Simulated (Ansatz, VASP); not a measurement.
# Al2O3 (Corundum): VASP beside Ansatz

Aim: how closely do two programs agree when they are given the same cell, functional and k mesh? The cell is taken from a series of runs on this material, whose earlier steps may have relaxed, scaled, displaced or heated it; both programs get it as it stands.

Main program and level: Ansatz 0.2.0; plane waves, with VASP 6.6.1 beside it; G0W0 gap at LDA.

### 1. The starting structure

Symmetry: R-3c, No. 167, trigonal system. Conventional cell: a = 4.760 Å, b = 4.760 Å, c = 12.996 Å, α = 90.00°, β = 90.00°, γ = 120.00°. Al has 6 O at 1.85 to 1.97 Å nearest. Nearest to O lie 4 Al at 1.85 to 1.97 Å. Farther neighbours and most contacts between anions are not listed.

As a file:

```cif
data_structure
_symmetry_space_group_name_H-M 'P 1'
_symmetry_Int_Tables_number 1
_cell_length_a 5.1302
_cell_length_b 5.1302
_cell_length_c 5.1302
_cell_angle_alpha 55.287
_cell_angle_beta 55.287
_cell_angle_gamma 55.287
_cell_volume 85.02
loop_
_atom_site_label
_atom_site_type_symbol
_atom_site_fract_x
_atom_site_fract_y
_atom_site_fract_z
_atom_site_occupancy
Al1 Al 0.35216 0.35216 0.35216 1
Al2 Al 0.14784 0.14784 0.14784 1
Al3 Al 0.64784 0.64784 0.64784 1
Al4 Al 0.85216 0.85216 0.85216 1
O5 O 0.55668 0.94332 0.25000 1
O6 O 0.25000 0.55668 0.94332 1
O7 O 0.94332 0.25000 0.55668 1
O8 O 0.44332 0.05668 0.75000 1
O9 O 0.75000 0.44332 0.05668 1
O10 O 0.05668 0.75000 0.44332 1
```

### 2. VASP: G0W0 gap, LDA

Quasiparticle shifts depend on high empty states and on the cores, so they are the hardest test of two PAW sets.

Lines of VASP's logs that name or quote its potential files are left out, and so is its time.

The run reads the wave functions of an earlier VASP run, which isn't shown here.

The input, INCAR:

```
SYSTEM = Al2O3
PREC = Accurate
ENCUT = 440
ISMEAR = 0
SIGMA = 0.01
LREAL = .FALSE.
GGA = CA
NBANDS = 384
ALGO = EVGW0
NELMGW = 1
ENCUTGW = 150
NOMEGA = 64
PRECFOCK = Fast
NBANDSGW = 32
LWAVE = .FALSE.
LCHARG = .FALSE.
```

The input, POSCAR:

```
Al2O3
1.0
    2.3802500000      1.3742379782      4.3318666667
   -2.3802500000      1.3742379782      4.3318666667
    0.0000000000     -2.7484759565      4.3318666667
Al O
4 6
Direct
    0.3521600000      0.3521600000      0.3521600000
    0.1478400000      0.1478400000      0.1478400000
    0.6478400000      0.6478400000      0.6478400000
    0.8521600000      0.8521600000      0.8521600000
    0.5566800000      0.9433200000      0.2500000000
    0.2500000000      0.5566800000      0.9433200000
    0.9433200000      0.2500000000      0.5566800000
    0.4433200000      0.0566800000      0.7500000000
    0.7500000000      0.4433200000      0.0566800000
    0.0566800000      0.7500000000      0.4433200000
```

The input, KPOINTS:

```
Automatic mesh
0
Gamma
4 4 4
0 0 0
```

Potentials, in the order of the species: Al_GW and O_GW (LDA family, release 64).

Launch:

```
$ mpirun -np 8 vasp_std
```

Numbers of over 12 decimals in the logs are rounded to 6 here.

The log of the run:

```text
[banner, memory and clock lines left out]
running    8 mpi-ranks, on    1 nodes
 distrk:  each k-point on    8 cores,    1 groups
 distr:  one band on    1 cores,    8 groups

 POSCAR found type information on POSCAR AlO
 POSCAR found :  2 types and      10 ions
|                                                                             |
|           W    W    AA    RRRRR   N    N  II  N    N   GGGG   !!!           |
|           W    W   A  A   R    R  NN   N  II  NN   N  G    G  !!!           |
|           W    W  A    A  R    R  N N  N  II  N N  N  G       !!!           |
|           W WW W  AAAAAA  RRRRR   N  N N  II  N  N N  G  GGG   !            |
|           WW  WW  A    A  R   R   N   NN  II  N   NN  G    G                |
|           W    W  A    A  R    R  N    N  II  N    N   GGGG   !!!           |
|                                                                             |
|     For optimal performance we recommend to set                             |
|       NCORE = 2 up to number-of-cores-per-socket                            |
|     NCORE specifies how many cores store one orbital (NPAR=cpu/NCORE).      |
|     This setting can greatly improve the performance of VASP for DFT.       |
|     The default, NCORE=1 might be grossly inefficient on modern             |
|     multi-core architectures or massively parallel machines. Do your        |
|     Unfortunately you need to use the default for GW and RPA                |
|     calculations (for HF NCORE is supported but not extensively tested      |
|     yet).                                                                   |
|                                                                             |

|                                                                             |
|           W    W    AA    RRRRR   N    N  II  N    N   GGGG   !!!           |
|           W    W   A  A   R    R  NN   N  II  NN   N  G    G  !!!           |
|           W    W  A    A  R    R  N N  N  II  N N  N  G       !!!           |
|           W WW W  AAAAAA  RRRRR   N  N N  II  N  N N  G  GGG   !            |
|           WW  WW  A    A  R   R   N   NN  II  N   NN  G    G                |
|           W    W  A    A  R    R  N    N  II  N    N   GGGG   !!!           |
|                                                                             |
|     The default for ENCUTGWSOFT is different in this version of VASP.       |
|     please manually set ENCUTGWSOFT =150 in the INCAR file.                 |
|                                                                             |

 LDA part: xc-table for (Slater(with rela. corr.)+CA(PZ))
 , standard interpolation
 found WAVECAR, reading the header
 POSCAR, INCAR and KPOINTS ok, starting setup
 FFT: planning ... GRIDC
 FFT: planning ... GRID_SOFT
 FFT: planning ... GRID
 reading WAVECAR
 the WAVECAR file was read successfully
 initial charge from wavefunction
 available memory per node:     33.08 GB, setting MAXMEM to     33870

 The Fermi energy was updated, please check that it is located mid-gap
 values below the HOMO (VB) or above the LUMO (CB) will cause erroneous energies
 E-fermi :   8.0568

 calculate exact exchange contribution
 the WAVEDER file was read successfully
energies w=
    0.000    0.000    0.646    0.000    1.291    0.000    1.933    0.000
    2.570    0.000    3.202    0.000    3.828    0.000    4.446    0.000
    5.057    0.000    5.660    0.000    6.254    0.000    6.840    0.000
    7.418    0.000    7.988    0.000    8.551    0.000    9.107    0.000
    9.658    0.000   10.203    0.000   10.745    0.000   11.283    0.000
   11.820    0.000   12.356    0.000   12.892    0.000   13.429    0.000
   13.970    0.000   14.514    0.000   15.065    0.000   15.623    0.000
   16.190    0.000   16.767    0.000   17.358    0.000   17.964    0.000
   18.588    0.000   19.231    0.000   19.899    0.000   20.592    0.000
   21.315    0.000   22.073    0.000   22.871    0.000   23.712    0.000
   24.606    0.000   25.558    0.000   26.577    0.000   27.674    0.000
   28.862    0.000   30.154    0.000   31.569    0.000   33.128    0.000
   34.859    0.000   36.795    0.000   38.979    0.000   41.465    0.000
   44.325    0.000   47.652    0.000   51.575    0.000   56.272    0.000
   61.998    0.000   69.132    0.000   78.261    0.000   90.345    0.000
  107.078    0.000  131.737    0.000  171.617    0.000  246.892    0.000
 responsefunction array rank=     368
 LDA part: xc-table for (Slater(with rela. corr.)+CA(PZ))
 , standard interpolation

 min. memory requirement per mpi rank    389.0 MB, per node   3111.9 MB

 allocating   8 responsefunctions rank=   368
 shmem allocating  64 responsefunctions rank=   368
 response function shared by NCSHMEM nodes    1
 Doing            8  frequencies on each core in blocks of           64
NQ=   1    0.0000    0.0000    0.0000,
|.........|.........|.........|.........|.........|.........|.........|.........
 performed       1425000 updates of chi_q(r,r)
 total number of BLAS operations       1310.47 Gflops
NQ=   2    0.2500    0.0000   -0.0000,
|.........|.........|.........|.........|.........|.........|.........|.........
 performed       3956000 updates of chi_q(r,r)
 total number of BLAS operations       3805.37 Gflops
NQ=   3    0.5000    0.0000   -0.0000,
|.........|.........|.........|.........|.........|.........|.........|.........
 performed       5872000 updates of chi_q(r,r)
 total number of BLAS operations       5859.64 Gflops
NQ=   4    0.2500    0.2500   -0.0000,
|.........|.........|.........|.........|.........|.........|.........|.........
 performed       8403000 updates of chi_q(r,r)
 total number of BLAS operations       8354.54 Gflops
NQ=   5    0.5000    0.2500    0.0000,
|.........|.........|.........|.........|.........|.........|.........|.........
 performed      11081000 updates of chi_q(r,r)
 total number of BLAS operations      11070.53 Gflops
NQ=   6   -0.2500    0.2500    0.0000,
|.........|.........|.........|.........|.........|.........|.........|.........
 performed      13612000 updates of chi_q(r,r)
 total number of BLAS operations      13537.07 Gflops
NQ=   7    0.5000    0.5000   -0.0000,
|.........|.........|.........|.........|.........|.........|.........|.........
 performed      15528000 updates of chi_q(r,r)
 total number of BLAS operations      15480.62 Gflops
NQ=   8    0.2500    0.2500    0.2500,
|.........|.........|.........|.........|.........|.........|.........|.........
 performed      17174000 updates of chi_q(r,r)
 total number of BLAS operations      17216.38 Gflops
NQ=   9    0.5000    0.2500    0.2500,
|.........|.........|.........|.........|.........|.........|.........|.........
 performed      19705000 updates of chi_q(r,r)
 total number of BLAS operations      19782.87 Gflops
NQ=  10   -0.2500    0.2500    0.2500,
|.........|.........|.........|.........|.........|.........|.........|.........
 performed      22236000 updates of chi_q(r,r)
 total number of BLAS operations      22320.59 Gflops
NQ=  11    0.5000    0.5000    0.2500,
|.........|.........|.........|.........|.........|.........|.........|.........
 performed      24767000 updates of chi_q(r,r)
 total number of BLAS operations      24887.08 Gflops
NQ=  12   -0.2500    0.5000    0.2500,
|.........|.........|.........|.........|.........|.........|.........|.........
 performed      27298000 updates of chi_q(r,r)
 total number of BLAS operations      27424.80 Gflops
NQ=  13    0.5000    0.5000    0.5000,
|.........|.........|.........|.........|.........|.........|.........|.........
 performed      28723000 updates of chi_q(r,r)
 total number of BLAS operations      28870.01 Gflops
 resolving degeneracies of screened two electron integrals

 calculate QP shifts <psi_nk| G(iteration)W_0 |psi_nk>: iteration 1
 entering main loop
```

Parts of OUTCAR (step 2):

```text
ion  position               nearest neighbor table
   1  0.352  0.352  0.352-   9 1.85  10 1.85   8 1.85   7 1.97   5 1.97   6 1.97
   2  0.148  0.148  0.148-  10 1.85   9 1.85   8 1.85   6 1.97   5 1.97   7 1.97
   3  0.648  0.648  0.648-   6 1.85   7 1.85   5 1.85  10 1.97   8 1.97   9 1.97
   4  0.852  0.852  0.852-   7 1.85   6 1.85   5 1.85   9 1.97   8 1.97  10 1.97
   5  0.557  0.943  0.250-   3 1.85   4 1.85   1 1.97   2 1.97
   6  0.250  0.557  0.943-   3 1.85   4 1.85   2 1.97   1 1.97
   7  0.943  0.250  0.557-   4 1.85   3 1.85   1 1.97   2 1.97
   8  0.443  0.057  0.750-   1 1.85   2 1.85   3 1.97   4 1.97
   9  0.750  0.443  0.057-   1 1.85   2 1.85   4 1.97   3 1.97
  10  0.057  0.750  0.443-   2 1.85   1 1.85   3 1.97   4 1.97

  LATTYP: Found a trigonal (rhomboedric) cell.
 ALAT       =     5.1302230849
 COS(alpha) =     0.5694707703

 Subroutine GETGRP returns: Found 12 space group operations
 (whereof  6 operations were pure point group operations)

The static configuration has the point symmetry S_6 .
 The point group associated with its full space group is D_3d.

 Found     13 irreducible k-points:

   k-points           NKPTS =     13   k-points in BZ     NKDIM =     64   number of bands    NBANDS=    384

   dimension x,y,z NGX =    36 NGY =   36 NGZ =   36
   dimension x,y,z NGXF=    72 NGYF=   72 NGZF=   72

   ENCUT  =  440.0 eV  32.34 Ry    5.69 a.u.   8.77  8.77  8.77*2*pi/ulx,y,z

   NELECT =      48.0000    total number of electrons

  energy-cutoff  :      440.00
  volume of cell :       85.02
      direct lattice vectors                 reciprocal lattice vectors
     2.380250000  1.374237978  4.331866667     0.210061968  0.121279334  0.076949121
    -2.380250000  1.374237978  4.331866667    -0.210061968  0.121279334  0.076949121
     0.000000000 -2.748475957  4.331866667     0.000000000 -0.242558668  0.076949121

 k-points in reciprocal lattice and weights: Automatic mesh
   0.00000000  0.00000000  0.00000000       0.016
   0.25000000  0.00000000 -0.00000000       0.094
   0.50000000  0.00000000 -0.00000000       0.047
   0.25000000  0.25000000 -0.00000000       0.094
   0.50000000  0.25000000  0.00000000       0.188
  -0.25000000  0.25000000  0.00000000       0.094
   0.50000000  0.50000000 -0.00000000       0.047
   0.25000000  0.25000000  0.25000000       0.031
   0.50000000  0.25000000  0.25000000       0.094
  -0.25000000  0.25000000  0.25000000       0.094
   0.50000000  0.50000000  0.25000000       0.094
  -0.25000000  0.50000000  0.25000000       0.094
   0.50000000  0.50000000  0.50000000       0.016

 E-fermi :   8.0568

 QP shifts <psi_nk| G(iteration)W_0 |psi_nk>: iteration 1
 for sc-GW calculations column KS-energies equals QP-energies in previous step
 and V_xc(KS)=  KS-energies - (<T + V_ion + V_H > + <T+V_H+V_ion>^1  + <V_x>^1)
 k-point   1 :       0.0000    0.0000    0.0000
  band No.  KS-energies  QP-energies   sigma(KS)   V_xc(KS)     V^pw_x(r,r')   Z            occupation Imag(sigma)
    ...
     21       4.4788       3.1922     -21.1689     -19.5564     -25.2956       0.7979       2.0000       0.0679
     22       4.9330       3.7610     -21.7325     -20.2734     -25.6842       0.8033       2.0000       0.0638
     23       4.9330       3.7610     -21.7325     -20.2734     -25.6842       0.8033       2.0000       0.0638
     24       4.9728       3.8307     -21.6348     -20.2133     -25.5354       0.8034       2.0000       0.0633
     25      11.1409      12.6611     -12.4407     -14.2421      -8.7429       0.8440       0.0000      -0.0470
     26      13.9338      15.5544     -10.2257     -12.1324      -6.0460       0.8500       0.0000      -0.0582
     27      15.4672      17.5982     -10.9493     -13.4883      -6.6471       0.8393       0.0000      -0.0592
     28      16.3058      18.1873     -10.7682     -13.0064      -6.2686       0.8407       0.0000      -0.0648
    ...

 k-point   2 :       0.2500    0.0000   -0.0000
  band No.  KS-energies  QP-energies   sigma(KS)   V_xc(KS)     V^pw_x(r,r')   Z            occupation Imag(sigma)
    ...
     21       4.2051       2.9004     -20.9949     -19.3603     -25.0956       0.7982       2.0000       0.0681
     22       4.5265       3.2726     -21.2143     -19.6459     -25.2582       0.7995       2.0000       0.0664
     23       4.8231       3.6197     -21.5475     -20.0469     -25.5378       0.8019       2.0000       0.0647
     24       4.8622       3.6815     -21.5369     -20.0648     -25.5026       0.8021       2.0000       0.0645
     25      12.3738      14.0448     -13.1836     -15.1778      -9.4758       0.8379       0.0000      -0.0490
     26      14.8113      16.7432     -10.9099     -13.2018      -6.6846       0.8430       0.0000      -0.0579
     27      14.9228      16.7096     -10.9628     -13.0861      -6.7471       0.8415       0.0000      -0.0603
     28      15.5226      17.3452     -10.9785     -13.1529      -6.7548       0.8382       0.0000      -0.0619
    ...

 k-point   3 :       0.5000    0.0000   -0.0000
  band No.  KS-energies  QP-energies   sigma(KS)   V_xc(KS)     V^pw_x(r,r')   Z            occupation Imag(sigma)
    ...
     21       4.0556       2.7149     -20.7807     -19.1003     -24.8922       0.7978       2.0000       0.0686
     22       4.0556       2.7149     -20.7807     -19.1003     -24.8922       0.7978       2.0000       0.0686
     23       4.7013       3.4674     -21.3120     -19.7704     -25.3433       0.8004       2.0000       0.0659
     24       4.7013       3.4674     -21.3120     -19.7704     -25.3433       0.8004       2.0000       0.0659
     25      14.2785      16.0481     -11.7106     -13.8209      -7.6384       0.8385       0.0000      -0.0576
     26      14.2785      16.0481     -11.7106     -13.8209      -7.6384       0.8385       0.0000      -0.0576
     27      14.4390      16.3337     -11.7116     -13.9683      -7.5276       0.8396       0.0000      -0.0575
     28      14.4390      16.3337     -11.7116     -13.9683      -7.5276       0.8396       0.0000      -0.0575
    ...

 k-point   4 :       0.2500    0.2500   -0.0000
  band No.  KS-energies  QP-energies   sigma(KS)   V_xc(KS)     V^pw_x(r,r')   Z            occupation Imag(sigma)
    ...
     21       4.0007       2.7246     -21.0387     -19.4449     -25.0170       0.8007       2.0000       0.0660
     22       4.3781       3.0810     -21.0083     -19.3827     -25.1126       0.7979       2.0000       0.0678
     23       4.7069       3.5060     -21.3738     -19.8768     -25.3236       0.8022       2.0000       0.0644
     24       4.8091       3.6036     -21.5400     -20.0365     -25.5286       0.8018       2.0000       0.0647
     25      12.6301      14.3291     -13.2201     -15.2520      -9.4841       0.8361       0.0000      -0.0498
     26      14.8805      16.8209     -10.9411     -13.2441      -6.7117       0.8425       0.0000      -0.0580
     27      14.9448      16.7185     -11.0375     -13.1485      -6.8358       0.8402       0.0000      -0.0605
     28      15.4929      17.3288     -10.7639     -12.9478      -6.4995       0.8407       0.0000      -0.0616
    ...

[... 4 further parts left out ...]
```

[end of part 1 of 2]

[Lines on the potential files, build, host, timing and source positions are cut from VASP's logs without a mark.]

[Logs are printed without paths, hosts, clocks, repeated set-up lines and the standing remarks that a program may print on its own settings, such as how far it seeks lower states.]

[Hosts, paths, dates, database ids (printed as entryN), source tags and the programs' standing remarks are cut or masked in the printed files.]
